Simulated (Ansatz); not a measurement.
Which YAML input does this script hand to the engine? (Ansatz 0.2.0 through its Python package)

The script, `as_bands.py`:
```python
# -*- coding: utf-8 -*-
"""Bands of As along a path through the zone."""

import ansatz as az
import numpy as np
from pymatgen.core import Lattice, Structure
from pymatgen.io.ase import AseAtomsAdaptor


def main():
    pmg_structure = Structure(
        Lattice([[2.703682, 0.0, 0.0], [0.0, 2.703682, 0.0], [0.0, 0.0, 2.703682]]),
        ["As"],
        [
            [0.5, 0.5, 0.5],
        ],
    )
    cell = az.Crystal.from_ase(AseAtomsAdaptor.get_atoms(pmg_structure))

    # the path, as fractions of this cell reciprocal vectors
    path = [
        ("G", (0.0, 0.0, 0.0)),
        ("X", (0.0, 0.5, 0.0)),
        ("M", (0.5, 0.5, 0.0)),
        ("G", (0.0, 0.0, 0.0)),
        ("R", (0.5, 0.5, 0.5)),
        ("X", (0.0, 0.5, 0.0)),
    ]
    calc = (
        cell.calculation()
        .functional("pbe")
        .pseudopotentials("paw")
        .basis(550)
        .kpoints(9)
        .occupations("fermi_dirac", width=0.1)
        .band_structure([point for _, point in path], intervals=8)
    )
    def show(event):
        row = event["data"]
        if event["event"] == "scf_iter" and row.get("free_energy_ev") is not None:
            print(f"  iteration {row['iter']:3d}  F = {row['free_energy_ev']:.6f} eV  residual {row['dr2_ev']:.2e}")


    out = calc.session().plan().execute(on_event=show)
    r = out.report

    print("%-22s %14.5f eV" % ("F = E - TS", r["free_energy_ev"]))
    print("%-22s %14.5f eV" % ("E", r["internal_energy_ev"]))
    print("%-22s %14.5f eV" % ("Harris-Foulkes", r["harris_foulkes_ev"]))
    print("%-22s %14.5f eV" % ("Fermi level", r["fermi_energy_ev"]))

    bands = out.band_structure()
    fermi = bands.fermi_energy_ev
    for spin, channel in enumerate(bands.channels):
        print("channel", spin, "- levels within 4 eV of the Fermi level")
        for i, (label, _) in enumerate(path):
            levels = channel.eigenvalues_ev[i * 8] - fermi
            print(f"  {label:3s}", " ".join(f"{e:7.3f}" for e in levels if abs(e) < 4))


if __name__ == "__main__":
    main()
```

Output of `python as_bands.py`:
```text
  iteration   5  F = -4856.025099 eV  residual 2.98e-08
  iteration   6  F = -4856.025099 eV  residual 1.94e-10
F = E - TS                -4856.02510 eV
E                         -4856.00919 eV
Harris-Foulkes            -4856.02510 eV
Fermi level                  11.86705 eV
channel 0 - levels within 4 eV of the Fermi level
  G     3.977   3.977   3.977
  X
  M     2.352
  G     3.977   3.977   3.977
  R    -2.001  -2.001  -2.001
  X
```

`input.yaml`:
```yaml
crystal:
  lattice:
    - [2.703682, 0.0, 0.0]
    - [0.0, 2.703682, 0.0]
    - [0.0, 0.0, 2.703682]
  atoms:
    - { symbol: As, position: [0.5, 0.5, 0.5] }
basis:
  ecutwfc: 550.0
kpoints:
  mp_grid:
    grid: [9, 9, 9]
  band_path:
    path:
      - [0.0, 0.0, 0.0]
      - [0.0, 0.5, 0.0]
      - [0.5, 0.5, 0.0]
      - [0.0, 0.0, 0.0]
      - [0.5, 0.5, 0.5]
      - [0.0, 0.5, 0.0]
    npoints: 8
hamiltonian:
  xc: pbe
  pseudopotentials:
    kind: paw
scf:
  occupations:
    method: fermi_dirac
    width: 0.1
```

Notes:
- Absolute energies stand on the zero of these potentials, so only differences at equal settings mean something. A total without «per atom» is that of the cell as typed.
- The mesh is modest for a metal, so energies can be off by several to tens of meV an atom and pressures by half a GPa or more; differences at equal mesh fare better.
- The zero of the levels is a convention of the potentials, so an absolute Fermi energy is no work function.
- This isn't the structure that As takes at ambient conditions.
- Levels are Kohn-Sham eigenvalues on this mesh, without spin-orbit coupling.

(A comment or docstring line of the script was reworded after the run, the code is as it ran; lines on the test bed's own set-up are left out of the output.)
